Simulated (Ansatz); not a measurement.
**P and its substituted relatives**

Computed with Ansatz 0.2.0, DFT PBEsol, scalar-relativistic, plane waves, PAW. Settings: 420 eV cutoff, 14×14×10 k-mesh, Gaussian smearing of 0.10 eV, no spin polarisation.

Starting point, cell and atoms relaxed:

```cif
data_structure
_symmetry_space_group_name_H-M 'P 1'
_symmetry_Int_Tables_number 1
_cell_length_a 5.4061
_cell_length_b 5.4061
_cell_length_c 4.1972
_cell_angle_alpha 90.000
_cell_angle_beta 90.000
_cell_angle_gamma 144.265
_cell_volume 71.64
loop_
_atom_site_label
_atom_site_type_symbol
_atom_site_fract_x
_atom_site_fract_y
_atom_site_fract_z
_atom_site_occupancy
P1 P 0.10528 0.89472 0.92713 1
P2 P 0.60528 0.39472 0.57287 1
P3 P 0.89472 0.10528 0.07287 1
P4 P 0.39472 0.60528 0.42713 1
```

Each substitution replaces an element on all its sites; cell and atoms are then relaxed within the symmetry of the start. The crystals needn't be the stable forms of their compositions. Lengths are those of the primitive cell. Mesh and smearing follow each crystal's size and gap, and all runs are without spin polarisation.

Energies of formation count from the elements' standard states in the same functional (gases as molecules, bromine and mercury as crystals, carbon as graphite, phosphorus as black phosphorus), at zero temperature and without zero-point motion.

Spin-orbit coupling is left out, which matters for the bands and energies of heavy elements.

```json
{"formula": "P", "V (Å³/atom)": "17.91", "a (Å)": "5.406", "b (Å)": "5.406", "c (Å)": "4.197", "gap (eV)": "metal", "space group": "Cmce (64)", "ΔH_f (eV/atom)": "-0.001"}
```

**Question.** One substitution gave 33.23 Å³/atom, a metal and a formation energy of 0.043 eV/atom. Which?
A. P→Bi
B. P→S

**Answer.** A. Bi.